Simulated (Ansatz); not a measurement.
**HfN under changes of volume**

One of the cells (14.793 Å³/atom); the others are scaled copies at fixed shape and fractional positions:

```
CELL_PARAMETERS angstrom
0.00000 2.45482 2.45482
2.45482 0.00000 2.45482
2.45482 2.45482 0.00000
ATOMIC_POSITIONS crystal
Hf 0.00000 0.00000 0.00000
N 0.25000 0.25000 0.25000
```

The cell comes from a database or a generator and needn't be the stable form of this composition.

```yaml
Program: Ansatz 0.2.0
Functional: PBE
Potentials_or_basis: Ansatz PAW
Cutoff: "420 eV (not typed: the program's choice for these potentials)"
k_mesh: 9 × 9 × 9
Occupations: fermi-dirac, width 0.05 eV
Spin: no spin polarisation
```

| volume (Å³/atom) | energy over the lowest point (meV/atom) | pressure (GPa) |
| --- | --- | --- |
| 13.906 | ? | ? |
| 14.201 | 17.52 | 9.2 |
| 14.497 | 4.91 | 4.7 |
| 14.793 | 0.00 | 0.7 |
| 15.089 | 2.16 | -2.9 |
| 15.385 | 10.74 | -6.2 |
| 15.681 | 25.16 | -9.2 |

Problem. What does the run at 13.906 Å³/atom give?

Solution. Energy over the lowest point 38.85 meV/atom; pressure 14.1 GPa.

Worked out: A Birch-Murnaghan fit of order 3 (a polynomial in V^(-2/3)) to the other rows has its minimum at 14.85 Å³/atom with B0 = V·E''(V) = 188 GPa and B' = 3.6. It gives 38.54 meV/atom at 13.906 Å³/atom, against the run's 38.85, and -dE/dV = 13.9 GPa, against 14.1.

Energies are extrapolated to zero smearing.
